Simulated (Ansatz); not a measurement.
The cell of CdSe is invented: 4-connected net, two elements alternating (I-43m, No. 217). The dimensions are guesses.

```yaml
crystal:
  lattice:
    - [-4.06839, 4.06839, 4.06839]
    - [4.06839, -4.06839, 4.06839]
    - [4.06839, 4.06839, -4.06839]
  atoms:
    - { symbol: Cd, position: [0.31720, 0.31720, 0.31720] }
    - { symbol: Cd, position: [0.00000, 0.00000, 0.68280] }
    - { symbol: Cd, position: [0.00000, 0.68280, 0.00000] }
    - { symbol: Cd, position: [0.68280, 0.00000, 0.00000] }
    - { symbol: Se, position: [0.68280, 0.68280, 0.68280] }
    - { symbol: Se, position: [0.00000, 0.00000, 0.31720] }
    - { symbol: Se, position: [0.00000, 0.31720, 0.00000] }
    - { symbol: Se, position: [0.31720, 0.00000, 0.00000] }
```

Computed with DFT PBE, scalar-relativistic, plane waves, PAW in Ansatz. Cutoff 420 eV, Gaussian smearing, Γ-centred meshes. Cell and atoms relax first on a coarse mesh and then on a converged one. In between, the cell is made exact in the group found at 0.06 Å. The steps can't lower the symmetry of their start. No spin polarisation.

A guess keeps its type if space group and coordination stay and the shape of the cell changes little (axis ratios within about 15 %, angles within 6°); the volume may change.

Q: Will the relaxed cell still be of the starting type?

A: It keeps its type. The symmetry stays I-43m (No. 217). The volume per atom grows by 12.4 %, from 33.7 to 37.8 Å³. The shortest distance goes from 2.58 Å (Cd–Se) to 2.60 Å (Cd–Se). Counting neighbours within 15 % of an atom's shortest distance, the start has Cd 4, Se 4 and the end Cd 4, Se 4.

The last run used a 6×6×6 mesh for its 8-atom cell and Gaussian smearing of 0.02 eV. Symmetry constrained the relaxation, so the result can be a saddle point.
